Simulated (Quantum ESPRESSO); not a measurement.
# C in Quantum ESPRESSO: the effect of exact exchange

Crystal: C.

```xyz
2
Lattice="0.0000 1.7834 1.7834 1.7834 0.0000 1.7834 1.7834 1.7834 0.0000" Properties=species:S:1:pos:R:3 pbc="T T T"
C     2.6751    2.6751    2.6751
C     1.7834    1.7834    1.7834
```

This isn't the form of C at room conditions, which is graphite.

Alike in all runs:

| Property | Result |
| --- | --- |
| Program | Quantum ESPRESSO 7.5 |
| Task | single point |
| Functional | r2SCAN-X |
| Potentials or basis | SG15 PBE 1.2 |
| Cutoff | 1197 eV |
| Density cutoff | 4789 eV |
| k mesh | 6 × 6 × 6 |
| Occupations | fixed |
| Spin | no spin polarisation |

| exact exchange | gap on the mesh (eV) |
| --- | --- |
| 0.05 | ? |
| 0.1 | 5.00 |
| 0.15 | 5.36 |
| 0.25 | 6.10 |

What does the run with exact exchange 0.05 give?

gap on the mesh 4.64 eV.

Worked out: A straight line through the other rows of the gap on the mesh, of slope 7.34 eV per unit of exact exchange, extrapolates to 4.63 eV, against the run's 4.64.

Caveats: all runs use coarse meshes.

A k mesh can miss the band edges.

Runs at the PBE level aren't shown here.
